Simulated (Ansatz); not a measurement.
Al started on a N site in wurtzite AlN, 96 atoms, charge 0

All numbers come from Ansatz (PAW, plane waves, no spin–orbit coupling) at the single k point (¼, ¼, ¼) without its symmetry partners. The atoms were relaxed with PBEsol in a fixed cell; other functionals are single points on those atoms unless said otherwise. The valence top and gap of the host come from its small cell on a dense mesh, with the band extrema sought between the mesh points, lined up by the mean potential, PBEsol gap 4.09 eV, HSE06 gap 5.54 eV.

Relaxed structure:

```yaml
crystal:
  lattice:
    - [9.34145, 0.00000, 0.00000]
    - [0.00000, 10.78657, 0.00000]
    - [0.00000, 0.00000, 9.96706]
  atoms:
    - { symbol: Al, position: [0.16498, 0.08383, 0.25006] }
    - { symbol: Al, position: [0.16577, 0.08427, 0.75057] }
    - { symbol: Al, position: [0.99987, 0.33406, 0.25039] }
    - { symbol: Al, position: [0.00106, 0.33419, 0.74946] }
    - { symbol: Al, position: [0.49931, 0.08232, 0.25029] }
    - { symbol: Al, position: [0.50026, 0.08343, 0.75001] }
    - { symbol: Al, position: [0.33538, 0.33281, 0.24931] }
    - { symbol: Al, position: [0.33003, 0.33027, 0.74516] }
    - { symbol: Al, position: [0.16711, 0.58469, 0.24979] }
    - { symbol: Al, position: [0.16441, 0.58168, 0.74523] }
    - { symbol: Al, position: [0.99916, 0.83288, 0.25103] }
    - { symbol: Al, position: [0.00035, 0.83333, 0.75213] }
    - { symbol: Al, position: [0.83365, 0.08248, 0.25065] }
    - { symbol: Al, position: [0.83543, 0.08374, 0.75164] }
    - { symbol: Al, position: [0.66409, 0.33185, 0.24927] }
    - { symbol: Al, position: [0.67240, 0.33003, 0.74731] }
    - { symbol: Al, position: [0.47775, 0.57350, 0.16512] }
    - { symbol: Al, position: [0.50202, 0.58365, 0.74347] }
    - { symbol: Al, position: [0.33055, 0.83182, 0.24917] }
    - { symbol: Al, position: [0.33291, 0.83895, 0.74718] }
    - { symbol: Al, position: [0.82896, 0.58227, 0.25329] }
    - { symbol: Al, position: [0.83966, 0.58155, 0.75718] }
    - { symbol: Al, position: [0.66398, 0.83134, 0.25388] }
    - { symbol: Al, position: [0.66812, 0.83988, 0.75768] }
    - { symbol: Al, position: [0.51914, 0.58998, 0.39353] }
    - { symbol: Al, position: [0.00027, 0.17183, 0.49971] }
    - { symbol: Al, position: [0.99962, 0.16724, 0.00043] }
    - { symbol: Al, position: [0.33331, 0.16251, 0.49833] }
    - { symbol: Al, position: [0.33162, 0.16546, 0.00049] }
    - { symbol: Al, position: [0.17110, 0.41834, 0.49641] }
    - { symbol: Al, position: [0.16598, 0.41599, 0.99882] }
    - { symbol: Al, position: [0.00338, 0.66869, 0.49984] }
    - { symbol: Al, position: [0.99973, 0.66575, 0.00380] }
    - { symbol: Al, position: [0.67094, 0.15820, 0.49976] }
    - { symbol: Al, position: [0.66761, 0.16450, 0.00085] }
    - { symbol: Al, position: [0.51141, 0.39742, 0.50316] }
    - { symbol: Al, position: [0.49982, 0.40209, 0.98034] }
    - { symbol: Al, position: [0.32440, 0.68489, 0.50188] }
    - { symbol: Al, position: [0.31870, 0.67392, 0.97993] }
    - { symbol: Al, position: [0.16076, 0.92425, 0.50035] }
    - { symbol: Al, position: [0.16458, 0.91804, 0.00093] }
    - { symbol: Al, position: [0.83307, 0.41858, 0.49892] }
    - { symbol: Al, position: [0.83353, 0.41469, 0.00257] }
    - { symbol: Al, position: [0.68977, 0.68038, 0.52782] }
    - { symbol: Al, position: [0.66997, 0.66886, 0.99491] }
    - { symbol: Al, position: [0.50091, 0.91471, 0.49930] }
    - { symbol: Al, position: [0.49805, 0.91819, 0.00277] }
    - { symbol: Al, position: [0.83898, 0.92029, 0.50180] }
    - { symbol: Al, position: [0.83438, 0.91696, 0.00376] }
    - { symbol: N, position: [0.99886, 0.16761, 0.19063] }
    - { symbol: N, position: [0.00009, 0.16832, 0.69112] }
    - { symbol: N, position: [0.33200, 0.16499, 0.19106] }
    - { symbol: N, position: [0.33340, 0.16392, 0.68902] }
    - { symbol: N, position: [0.16775, 0.41731, 0.19051] }
    - { symbol: N, position: [0.16699, 0.41641, 0.68670] }
    - { symbol: N, position: [0.99578, 0.66557, 0.19367] }
    - { symbol: N, position: [0.99988, 0.66791, 0.69050] }
    - { symbol: N, position: [0.66690, 0.16397, 0.19074] }
    - { symbol: N, position: [0.66818, 0.16372, 0.69047] }
    - { symbol: N, position: [0.49871, 0.40018, 0.16684] }
    - { symbol: N, position: [0.50146, 0.41311, 0.69653] }
    - { symbol: N, position: [0.31411, 0.67442, 0.16592] }
    - { symbol: N, position: [0.33225, 0.66907, 0.69534] }
    - { symbol: N, position: [0.16396, 0.91779, 0.19071] }
    - { symbol: N, position: [0.16413, 0.91855, 0.69072] }
    - { symbol: N, position: [0.83133, 0.41613, 0.19294] }
    - { symbol: N, position: [0.83503, 0.41822, 0.69034] }
    - { symbol: N, position: [0.65683, 0.66214, 0.19343] }
    - { symbol: N, position: [0.67446, 0.67111, 0.71382] }
    - { symbol: N, position: [0.49829, 0.91491, 0.19290] }
    - { symbol: N, position: [0.50200, 0.91695, 0.69060] }
    - { symbol: N, position: [0.83154, 0.91465, 0.19321] }
    - { symbol: N, position: [0.83511, 0.91760, 0.69317] }
    - { symbol: N, position: [0.16335, 0.08776, 0.44006] }
    - { symbol: N, position: [0.16487, 0.08351, 0.94077] }
    - { symbol: N, position: [0.00197, 0.33737, 0.44015] }
    - { symbol: N, position: [0.99947, 0.33333, 0.94073] }
    - { symbol: N, position: [0.50145, 0.08135, 0.44069] }
    - { symbol: N, position: [0.49961, 0.08386, 0.94111] }
    - { symbol: N, position: [0.33550, 0.32819, 0.44127] }
    - { symbol: N, position: [0.32671, 0.32915, 0.93349] }
    - { symbol: N, position: [0.16793, 0.58676, 0.44161] }
    - { symbol: N, position: [0.15945, 0.58016, 0.93353] }
    - { symbol: N, position: [0.00095, 0.83429, 0.44168] }
    - { symbol: N, position: [0.99929, 0.83179, 0.94268] }
    - { symbol: N, position: [0.83940, 0.08278, 0.44070] }
    - { symbol: N, position: [0.83439, 0.08205, 0.94190] }
    - { symbol: N, position: [0.67720, 0.31988, 0.44042] }
    - { symbol: N, position: [0.67311, 0.32887, 0.93529] }
    - { symbol: N, position: [0.49567, 0.58140, 0.95035] }
    - { symbol: N, position: [0.32499, 0.84784, 0.44030] }
    - { symbol: N, position: [0.33206, 0.84041, 0.93503] }
    - { symbol: N, position: [0.83885, 0.58677, 0.44385] }
    - { symbol: N, position: [0.83431, 0.58131, 0.94627] }
    - { symbol: N, position: [0.67431, 0.83917, 0.44466] }
    - { symbol: N, position: [0.66581, 0.83635, 0.94662] }
```

Chemical potentials μ are those of reference phases of the elements at zero temperature by the same functional (the usual solids, diamond for C, grey Sn, and the molecules H2, N2, O2, F2, Cl2, Br2 and S8).

```csv
functional,E(defect) − E(host) − Σ nμ + q·E_VBM (eV),monopole (eV),alignment (eV),formation energy at E_F = VBM (eV),moment (μB),"wall time, shared host"
PBEsol,11.46,0.00,0.00,11.46,0 (no spin),10 s on NVIDIA GB200 (relaxation)
```

Estimate the formation energy and moment that HSE06 gives on these atoms.

12.03 eV at E_F = VBM, moment 0 (no spin).

HSE06 one-electron levels near the gap (the ten most localised at most), from the host's valence top:

| level (eV) | spin | filling | atoms sharing it | element of the atom with most weight |
| --- | --- | --- | --- | --- |
| -0.29 | both | 2.00 | 49.8 | spread |
| -0.18 | both | 2.00 | 54.0 | spread |
| -0.14 | both | 2.00 | 51.2 | spread |
| -0.01 | both | 2.00 | 17.6 | Al |
| 3.13 | both | 2.00 | 7.7 | Al |
| 3.20 | both | 2.00 | 7.7 | Al |
| 4.69 | both | 0.00 | 8.6 | Al |

All elements are taken at their own reference at once; growth conditions in equilibrium with the host shift these energies, by up to the host's formation enthalpy.

One k point and a cell of this size can leave errors of several tenths of an eV in such numbers.

Placing Al on the N site is very costly, at 12.03 eV with HSE06 for the neutral defect. Strong, polar Al–N bonds give way to Al–Al contacts, and the large Al atom must fit into a site made for a small anion. The coordinates show the surrounding Al atoms pushed outward, so strain adds to the chemical penalty.

The gap levels follow from electron counting. Al brings two valence electrons fewer than N, leaving four for the p-like, t2-derived states of the Al cluster. These fill the close pair at 3.13 and 3.20 eV, near mid-gap, and leave the localised level at 4.69 eV, high in the gap, empty. This pattern suggests a Jahn–Teller-type splitting, enhanced by the wurtzite crystal field.

The filled and empty levels suggest that the defect could both give up and accept electrons, but they are not charge transition levels. The zero moment is imposed, and with four electrons in a t2-derived shell a triplet is a plausible competitor that remains untested.
